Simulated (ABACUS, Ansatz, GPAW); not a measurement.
# Cost and result for the equilibrium volume of Cu

```cif
data_structure
_symmetry_space_group_name_H-M 'P 1'
_symmetry_Int_Tables_number 1
_cell_length_a 2.5562
_cell_length_b 2.5562
_cell_length_c 2.5562
_cell_angle_alpha 60.000
_cell_angle_beta 60.000
_cell_angle_gamma 60.000
_cell_volume 11.81
loop_
_atom_site_label
_atom_site_type_symbol
_atom_site_fract_x
_atom_site_fract_y
_atom_site_fract_z
_atom_site_occupancy
Cu1 Cu 0.00000 0.00000 0.00000 1
```

```tsv
rung	level	program and potentials	cutoff (eV)	k mesh	smearing	task	core time	chip	equilibrium volume (Å³/atom)	miss	notes
GGA + dispersion	RPBE+D4	Ansatz, all-electron LAPW, scalar-relativistic	-	13 × 13 × 13	fermi-dirac 0.05	relaxation of cell and atoms	17 s	Arm Neoverse V2	11.21	-5.1 %	-
GGA + dispersion	revPBE+D4	Ansatz, all-electron LAPW, scalar-relativistic	-	13 × 13 × 13	fermi-dirac 0.05	relaxation of cell and atoms	18 s	Arm Neoverse V2	11.22	-5.0 %	-
GGA + dispersion	PBE+D3(BJ)	Ansatz, all-electron LAPW, scalar-relativistic	-	13 × 13 × 13	fermi-dirac 0.05	relaxation of cell and atoms	18 s	Arm Neoverse V2	11.30	-4.3 %	-
GGA + dispersion	BLYP+D3(zero damping)	GPAW, PAW data sets generated for this functional	600	13 × 13 × 13	fermi-dirac 0.05	equation of state	44 s	Arm Neoverse V2	11.24	-4.8 %	-
GGA	WC	GPAW, PAW data sets generated for this functional	600	13 × 13 × 13	fermi-dirac 0.05	equation of state	54 s	Arm Neoverse V2	11.52	-2.5 %	far from this level's other runs, cause not traced
GGA	PBE	ABACUS, GBRV ultrasoft 1.5 PBE, plane waves	544	10 × 10 × 10	fermi-dirac 0.05	equation of state	62 s	Intel Xeon Platinum 8488C Sapphire Rapids	(a)	?	fit through 4 volumes
GGA	PW91	ABACUS, PseudoDojo NC SR 0.4.1 PBE standard, plane waves	1252	10 × 10 × 10	fermi-dirac 0.05	equation of state	2.3 min	Intel Xeon Platinum 8375C Ice Lake	11.91	+0.8 %	potentials made for PBE; fit through 4 volumes
```

Times are single runs on shared hosts and different chips, so they are rough; meshes, cutoffs and the tasks' sizes weigh on the time. All rows: no spin polarisation. Smearing widths are in eV. For a metal such meshes aren't converged. Meshes differ between rows, which moves values too. Meshes are those of the run's cell of 1 atom unless a note names another. Relaxations start from the cell shown or near it and stop with a little pressure left. Misses use the values as printed. Runs on faulty files, with rough fits or with known faults for this quantity aren't shown. No row holds spin-orbit coupling.

Measured: 11.81 Å³/atom at 298 K (a printed reference work). The runs are for a static lattice.

Task: Estimate the value left out from the other rows.

Result: (a) 11.99 Å³/atom, miss +1.5 %.
